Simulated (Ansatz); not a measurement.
## CuCl2 in Ansatz: the effect of functional

Crystal: CuCl2.

```
Cu Cl
1.0
     4.60931    0.00000    0.00000
     0.00000    4.60931    0.00000
     0.00000    0.00000    4.40239
Cu Cl
1 2
Direct
  0.00000 0.00000 0.00000
  0.00000 0.50000 0.00000
  0.50000 0.00000 0.00000
```

Measurements of this composition are mostly on another form, of space group No. 12.

The cell isn't the ideal one: volume scaled by 1.06.

Alike in all runs:

- Program: Ansatz 0.2.0
- Task: single point
- Potentials or basis: Ansatz PAW
- k mesh: 6 × 6 × 6
- Occupations: fermi-dirac, width 0.05 eV
- Spin: no spin polarisation

```tsv
functional	cutoff	pressure (GPa)
LDA	420 eV (not typed: the program's choice for these potentials)	-4.7
PBEsol	420 eV (not typed: the program's choice for these potentials)	-3.2
r2SCAN	500 eV (not typed: the program's choice for these potentials)	?
```

Task: What does the run with functional r2SCAN give?

Result: Pressure -2.5 GPa.

Caveats: an odd number of electrons without spin polarisation forces a metal; a magnetic or distorted state may lie lower; the run has no spin polarisation, though such a crystal can be magnetic; the PAW data sets come from PBE, with cores solved anew for the run's functional, which leaves a small shift of forces and pressure; this functional lacks dispersion, which binds the layers, so the pressure and a relaxed spacing across them are unreliable (some runs).

Runs at the PBE level aren't shown here.
